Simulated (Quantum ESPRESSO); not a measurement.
A calculation with Quantum ESPRESSO 7.5 of Zn (native input, structure typed inline):

File pw.in:

```
&CONTROL
  calculation = 'scf'
  prefix = 'pwscf'
  outdir = './tmp'
  pseudo_dir = './pseudo'
  tprnfor = .true.
  tstress = .true.
  disk_io = 'low'
/
&SYSTEM
  ibrav = 0
  nat = 1
  ntyp = 1
  ecutwfc = 56
  ecutrho = 448
  nbnd = 16
  occupations = 'smearing'
  smearing = 'fd'
  degauss = 0.00367493
/
&ELECTRONS
  conv_thr = 2d-10
  electron_maxstep = 120
  mixing_beta = 0.5
/
ATOMIC_SPECIES
Zn    65.3800 zn_pbesol_v1.uspp.F.UPF
CELL_PARAMETERS angstrom
  -1.5690370000    1.5690370000    1.5690370000
   1.5690370000   -1.5690370000    1.5690370000
   1.5690370000    1.5690370000   -1.5690370000
ATOMIC_POSITIONS crystal
Zn     0.0000000000    0.0000000000    0.0000000000
K_POINTS automatic
12 12 12 0 0 0
```

pp_density.in

```
&INPUTPP
  prefix = 'pwscf'
  outdir = './tmp'
  filplot = 'density.dat'
  plot_num = 0
/
&PLOT
  nfile = 1
  filepp(1) = 'density.dat'
  iflag = 3
  output_format = 6
  fileout = 'density.cube'
/
```

Contents of pp_potential.in:

```
&INPUTPP
  prefix = 'pwscf'
  outdir = './tmp'
  filplot = 'potential.dat'
  plot_num = 11
/
&PLOT
  nfile = 1
  filepp(1) = 'potential.dat'
  iflag = 3
  output_format = 6
  fileout = 'potential.cube'
/
```

Potentials or basis: GBRV 1.5 PBEsol.

Command:

```console
$ OMP_NUM_THREADS=1 mpirun -n 2 pw.x -nk 2 -in pw.in > pw.out
$ OMP_NUM_THREADS=1 mpirun -n 1 pp.x -in pp_density.in > pp_density.out
$ OMP_NUM_THREADS=1 mpirun -n 1 pp.x -in pp_potential.in > pp_potential.out
```

This isn't the form of Zn at room conditions, which is hcp.

Write the same calculation in another form: ASE script, structure from a CIF.

As run:

Contents of run.py:

```python
import numpy as np
from ase.calculators.espresso import Espresso, EspressoProfile
import spglib
from ase import Atoms
from ase.io import read

atoms = read('Zn.cif')
cell, pos, num = spglib.standardize_cell((atoms.cell[:], atoms.get_scaled_positions(), atoms.numbers), to_primitive=True, symprec=1e-4)
atoms = Atoms(numbers=num, cell=cell, scaled_positions=pos, pbc=True)

input_data = {
    'control': {'calculation': 'scf', 'prefix': 'pwscf', 'outdir': './tmp', 'tprnfor': True, 'tstress': True, 'disk_io': 'nowf'},
    'system': {'ecutwfc': 56.0, 'ecutrho': 448.0, 'nbnd': 16, 'occupations': 'smearing', 'smearing': 'fd', 'degauss': 0.00367493},
    'electrons': {'conv_thr': 2e-10, 'electron_maxstep': 120, 'mixing_beta': 0.5},
}
pseudopotentials = {'Zn': 'zn_pbesol_v1.uspp.F.UPF'}
profile = EspressoProfile(command='mpirun -n 2 pw.x -nk 2', pseudo_dir='pseudo')
dft = Espresso(profile=profile, input_data=input_data, pseudopotentials=pseudopotentials, kpts=(12, 12, 12), koffset=(0, 0, 0))
atoms.calc = dft

print(f'energy {atoms.get_potential_energy():.8f} eV')
print('forces (eV/A)')
print(np.round(atoms.get_forces(), 6))
print('stress (eV/A^3, Voigt)')
print(np.round(atoms.get_stress(), 8))
print(f'Fermi level {dft.get_fermi_level():.4f} eV')
```

Contents of Zn.cif:

```cif
data_Zn
_cell_length_a 3.13807400
_cell_length_b 3.13807400
_cell_length_c 3.13807400
_cell_angle_alpha 90.00000000
_cell_angle_beta 90.00000000
_cell_angle_gamma 90.00000000
_space_group_name_H-M_alt 'Im-3m'
_space_group_name_Hall '-I 4 2 3'
_space_group_IT_number 229
loop_
_space_group_symop_operation_xyz
'x,y,z'
'-x,-y,-z'
'-y,x,z'
'y,-x,-z'
'-x,-y,z'
'x,y,-z'
'y,-x,z'
'-y,x,-z'
'x,-y,-z'
'-x,y,z'
'-y,-x,-z'
'y,x,z'
'-x,y,-z'
'x,-y,z'
'y,x,-z'
'-y,-x,z'
'z,x,y'
'-z,-x,-y'
'z,-y,x'
'-z,y,-x'
'z,-x,-y'
'-z,x,y'
'z,y,-x'
'-z,-y,x'
'-z,x,-y'
'z,-x,y'
'-z,-y,-x'
'z,y,x'
'-z,-x,y'
'z,x,-y'
'-z,y,x'
'z,-y,-x'
'y,z,x'
'-y,-z,-x'
'x,z,-y'
'-x,-z,y'
'-y,z,-x'
'y,-z,x'
'-x,z,y'
'x,-z,-y'
'-y,-z,x'
'y,z,-x'
'-x,-z,-y'
'x,z,y'
'y,-z,-x'
'-y,z,x'
'x,-z,y'
'-x,z,-y'
'x+1/2,y+1/2,z+1/2'
'-x+1/2,-y+1/2,-z+1/2'
'-y+1/2,x+1/2,z+1/2'
'y+1/2,-x+1/2,-z+1/2'
'-x+1/2,-y+1/2,z+1/2'
'x+1/2,y+1/2,-z+1/2'
'y+1/2,-x+1/2,z+1/2'
'-y+1/2,x+1/2,-z+1/2'
'x+1/2,-y+1/2,-z+1/2'
'-x+1/2,y+1/2,z+1/2'
'-y+1/2,-x+1/2,-z+1/2'
'y+1/2,x+1/2,z+1/2'
'-x+1/2,y+1/2,-z+1/2'
'x+1/2,-y+1/2,z+1/2'
'y+1/2,x+1/2,-z+1/2'
'-y+1/2,-x+1/2,z+1/2'
'z+1/2,x+1/2,y+1/2'
'-z+1/2,-x+1/2,-y+1/2'
'z+1/2,-y+1/2,x+1/2'
'-z+1/2,y+1/2,-x+1/2'
'z+1/2,-x+1/2,-y+1/2'
'-z+1/2,x+1/2,y+1/2'
'z+1/2,y+1/2,-x+1/2'
'-z+1/2,-y+1/2,x+1/2'
'-z+1/2,x+1/2,-y+1/2'
'z+1/2,-x+1/2,y+1/2'
'-z+1/2,-y+1/2,-x+1/2'
'z+1/2,y+1/2,x+1/2'
'-z+1/2,-x+1/2,y+1/2'
'z+1/2,x+1/2,-y+1/2'
'-z+1/2,y+1/2,x+1/2'
'z+1/2,-y+1/2,-x+1/2'
'y+1/2,z+1/2,x+1/2'
'-y+1/2,-z+1/2,-x+1/2'
'x+1/2,z+1/2,-y+1/2'
'-x+1/2,-z+1/2,y+1/2'
'-y+1/2,z+1/2,-x+1/2'
'y+1/2,-z+1/2,x+1/2'
'-x+1/2,z+1/2,y+1/2'
'x+1/2,-z+1/2,-y+1/2'
'-y+1/2,-z+1/2,x+1/2'
'y+1/2,z+1/2,-x+1/2'
'-x+1/2,-z+1/2,-y+1/2'
'x+1/2,z+1/2,y+1/2'
'y+1/2,-z+1/2,-x+1/2'
'-y+1/2,z+1/2,x+1/2'
'x+1/2,-z+1/2,y+1/2'
'-x+1/2,z+1/2,-y+1/2'
loop_
_atom_site_label
_atom_site_type_symbol
_atom_site_symmetry_multiplicity
_atom_site_Wyckoff_symbol
_atom_site_fract_x
_atom_site_fract_y
_atom_site_fract_z
_atom_site_occupancy
Zn1 Zn 2 a 0.0000000000 0.0000000000 0.0000000000 1
```

Potentials or basis: GBRV 1.5 PBEsol.

The run is started by

```console
$ OMP_NUM_THREADS=1 python run.py
```

Both were run:

|  | native input, structure typed inline | ASE script, structure from a CIF |
| --- | --- | --- |
| Pressure | -5.2 GPa | -5.2 GPa |
| Band gap on the k mesh | none (metal or under the smearing width) | none (metal or under the smearing width) |

Keys that steer only the numerical path or the files written may differ.
